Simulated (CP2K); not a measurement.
Here is a CP2K 2026.2 calculation.

Contents of sno_scf.inp:

```
&GLOBAL
  PROJECT sno_scf
  RUN_TYPE ENERGY_FORCE
  PRINT_LEVEL LOW
&END GLOBAL
&FORCE_EVAL
  METHOD QS
  STRESS_TENSOR ANALYTICAL
  &DFT
    BASIS_SET_FILE_NAME BASIS_MOLOPT_UZH
    POTENTIAL_FILE_NAME POTENTIAL_UZH
    &MGRID
      CUTOFF 600
      REL_CUTOFF 60
      NGRIDS 5
    &END MGRID
    &QS
      METHOD GPW
      EPS_DEFAULT 1.0E-10
    &END QS
    &KPOINTS
      SCHEME MONKHORST-PACK 7 7 6
      GAMMA_CENTERED T
      SYMMETRY T
      SYMMETRY_BACKEND SPGLIB
    &END KPOINTS
    &SCF
      SCF_GUESS ATOMIC
      EPS_SCF 1.0E-6
      MAX_SCF 100
      ADDED_MOS 14
      CHOLESKY OFF
      EPS_EIGVAL 1.0E-7
      &DIAGONALIZATION ON
        ALGORITHM STANDARD
      &END DIAGONALIZATION
      &MIXING ON
        METHOD BROYDEN_MIXING
        ALPHA 0.4
        BETA 1.5
        NBUFFER 8
      &END MIXING
      &SMEAR ON
        METHOD FERMI_DIRAC
        ELECTRONIC_TEMPERATURE [K] 580.226
      &END SMEAR
    &END SCF
    &XC
      &XC_FUNCTIONAL
        &GGA_X_PBE_SOL
        &END GGA_X_PBE_SOL
        &GGA_C_PBE_SOL
        &END GGA_C_PBE_SOL
      &END XC_FUNCTIONAL
    &END XC
    &PRINT
      &KPOINTS ON
      &END KPOINTS
      &MULLIKEN ON
      &END MULLIKEN
      &MO ON
        ENERGIES T
        OCCUPATION_NUMBERS T
        &EACH
          QS_SCF 0
        &END EACH
        ADD_LAST NUMERIC
      &END MO
      &LOWDIN ON
      &END LOWDIN
      &HIRSHFELD ON
        SHAPE_FUNCTION DENSITY
      &END HIRSHFELD
    &END PRINT
  &END DFT
  &SUBSYS
    &CELL
      A 3.8136952200 0.0000000000 0.0000000000
      B 0.0000000000 3.8136952200 0.0000000000
      C 0.0000000000 0.0000000000 4.8869133000
      PERIODIC XYZ
    &END CELL
    &COORD
      SCALED
      Sn  0.5000000000 0.0000000000 0.7646261400
      Sn  0.0000000000 0.5000000000 0.2353738600
      O   0.0000000000 0.0000000000 0.0000000000
      O   0.5000000000 0.5000000000 0.0000000000
    &END COORD
    &KIND Sn
      BASIS_SET TZVP-MOLOPT-PBE-GTH-q4
      POTENTIAL GTH-PBE-q4
    &END KIND
    &KIND O
      BASIS_SET TZVP-MOLOPT-PBE-GTH-q6
      POTENTIAL GTH-PBE-q6
    &END KIND
    &PRINT
      &ATOMIC_COORDINATES ON
      &END ATOMIC_COORDINATES
      &CELL ON
      &END CELL
    &END PRINT
  &END SUBSYS
  &PRINT
    &FORCES ON
    &END FORCES
    &STRESS_TENSOR ON
    &END STRESS_TENSOR
  &END PRINT
&END FORCE_EVAL
```

Potentials or basis: POTENTIAL_UZH Sn GTH-PBE-q4, O GTH-PBE-q6; TZVP-MOLOPT-PBE-GTH basis.

Command:

```bash
$ OMP_NUM_THREADS=1 mpirun -n 4 cp2k.psmp -i sno_scf.inp -o sno_scf.out
```

Task: Estimate the Mulliken charges.

Result: Sn +1.21; O -1.21 e.

Task: Estimate the largest force.

Result: 0.884 eV/Å.

Forces on the atoms (eV/Å):
```
Sn   0.000  0.000 -0.884
Sn   0.000  0.000  0.884
O    0.000  0.000  0.004
O    0.000 -0.001 -0.018
```

Caveat: the potentials were made for another functional, which shifts forces and pressure.
